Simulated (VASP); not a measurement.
Level of theory: LDA (Ceperley-Alder, Perdew-Zunger), VASP's LDA PAW potentials (set 64) (plane waves; VASP).

Gaps are without spin-orbit coupling.

**Question.** Order these relaxed crystals by band gap, smallest first: CsBr, Pm-3m (221); CaS, Fm-3m (225); BAs, F-43m (216); NaLiCdS2, P3m1 (156).

**Answer.** BAs, F-43m (216) (1.10 eV), NaLiCdS2, P3m1 (156) (1.65 eV), CaS, Fm-3m (225) (1.97 eV), CsBr, Pm-3m (221) (4.51 eV)
